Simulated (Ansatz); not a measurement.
HfO2: how the free axis answers a strain

HfO2, P4_2/mnm, a = 4.880 Å, c = 3.238 Å. This isn't the usual stable structure of the compound. Ansatz: PBE, PAW, 420 eV, Γ-centred 6×6×8 mesh on 6 atoms, Gaussian smearing 0.02 eV; no spin polarisation. Series: biaxial strain in the a-b plane, c and atoms relaxed; x is the strain in per cent. y is the change of c in per cent of 3.238 Å.

```tsv
x (%)	y (%)
-6.0	?
-4.0	2.88
-2.0	1.34
0.0	0.00
2.0	-1.15
4.0	-2.11
6.0	-2.89
```

**Question.** Fit y = c1 x + c2 x² to the other rows, say what c1 measures, and predict the missing y.

**Answer.** Least squares on the rows shown. y = −0.6240 x + 0.02382 x². With no stress along c, c1 = −2C13/C33 = -0.624. At x = -6.0 the fit asked for gives 4.60 %. The run gave 4.60 %, the same to the digits shown.

Spin–orbit coupling is left out, which can shift energies with elements as heavy as these.